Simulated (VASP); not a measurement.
## PbS in VASP 6.6.1, single-point calculation

INCAR

```
GGA = PE
ISMEAR = -1
PREC = Accurate
BMIX = 0.0001
LCHARG = .FALSE.
LREAL = .FALSE.
LASPH = .TRUE.
ENCUT = 520
SIGMA = 0.02
EDIFF = 1E-7
ISIF = 2
AMIX = 1.5
NBANDS = 17
NSW = 0
LWAVE = .FALSE.
IMIX = 1
IBRION = -1
NELM = 54
```

KPOINTS

```
KPOINTS created by Atomic Simulation Environment
0
Gamma
8 8 8
0 0 0
```

POSCAR

```
Pb S
 1.0000000000000000
    -0.1228370319000000    2.9540126245999998    2.9540126245999998
     2.9540126245999998   -0.1228370319000000    2.9540126245999998
     2.9540126245999998    2.9540126245999998   -0.1228370319000000
 Pb  S
   1   1
Cartesian
  0.0000000000000000  0.0000000000000000  0.0000000000000000
  2.8925941086500000  2.8925941086500000  2.8925941086500000
```

The recommended PBE PAW datasets give the neutral cell 20 valence electrons.

Command

```
mpirun -np 1 vasp_std
```

Question: Predict the outcome of this run.

Answer: It didn't converge.

OSZICAR

```
N       E                     dE             d eps       ncg     rms          rms(c)
DAV:   1     0.158369112082E+03    0.15837E+03   -0.97323E+03  2226   0.123E+03
DAV:   2     0.298996732173E+01   -0.15538E+03   -0.14969E+03  2379   0.311E+02
DAV:   3    -0.898276708087E+01   -0.11973E+02   -0.11891E+02  2887   0.908E+01
DAV:   4    -0.927567912796E+01   -0.29291E+00   -0.29261E+00  2861   0.161E+01
DAV:   5    -0.928704373493E+01   -0.11365E-01   -0.11364E-01  3270   0.298E+00    0.429E+00
DAV:   6    -0.147868420535E+02   -0.54998E+01   -0.42239E+01  3311   0.405E+01    0.130E+01
DAV:   7    -0.737513802418E+02   -0.58965E+02   -0.49614E+02  4194   0.127E+02    0.490E+01
DAV:   8    -0.307786143730E+03   -0.23403E+03   -0.20784E+03  2354   0.407E+02    0.774E+01
DAV:   9    -0.130639615115E+04   -0.99861E+03   -0.12727E+04  4070   0.602E+02    0.145E+03
DAV:  10    -0.487821290956E+04   -0.35718E+04   -0.53401E+04  3890   0.827E+02    0.214E+03
...
DAV:  46    -0.117804221933E+05    0.13919E+04   -0.85943E+04  4340   0.644E+02    0.177E+03
DAV:  47    -0.130937762869E+05   -0.13134E+04   -0.11606E+05  3468   0.169E+03    0.177E+03
DAV:  48    -0.117588856198E+05    0.13349E+04   -0.85020E+04  4324   0.634E+02    0.177E+03
DAV:  49    -0.132032021957E+05   -0.14443E+04   -0.11752E+05  3596   0.170E+03    0.177E+03
DAV:  50    -0.118172765168E+05    0.13859E+04   -0.85572E+04  4340   0.636E+02    0.177E+03
DAV:  51    -0.130935356040E+05   -0.12763E+04   -0.11578E+05  3388   0.170E+03    0.176E+03
DAV:  52    -0.117502348488E+05    0.13433E+04   -0.85984E+04  4362   0.647E+02    0.176E+03
DAV:  53    -0.132546788149E+05   -0.15044E+04   -0.11818E+05  3628   0.172E+03    0.179E+03
DAV:  54    -0.118311374926E+05    0.14235E+04   -0.85894E+04  4308   0.659E+02
   1 F= -.11831137E+05 E0= -.11831137E+05  d E =-.707425E-03
```

Standard output (part)

```
POSCAR found type information on POSCAR PbS
 POSCAR found :  2 types and       2 ions
 LDA part: xc-table for (Slater+PW92), standard interpolation
 POSCAR, INCAR and KPOINTS ok, starting setup
 WAVECAR not read
 entering main loop
|     The electronic self-consistency was not achieved in the given           |
|     number of steps (NELM). The forces and other quantities evaluated       |
|     might not be reliable so examine the results carefully. If you find     |
|     spurious results, we suggest increasing NELM, if you were close to      |
|     convergence or switching to a different ALGO or adjusting the           |
|     density mixing parameters otherwise.                                    |
```

The fault: mixing far too strong.
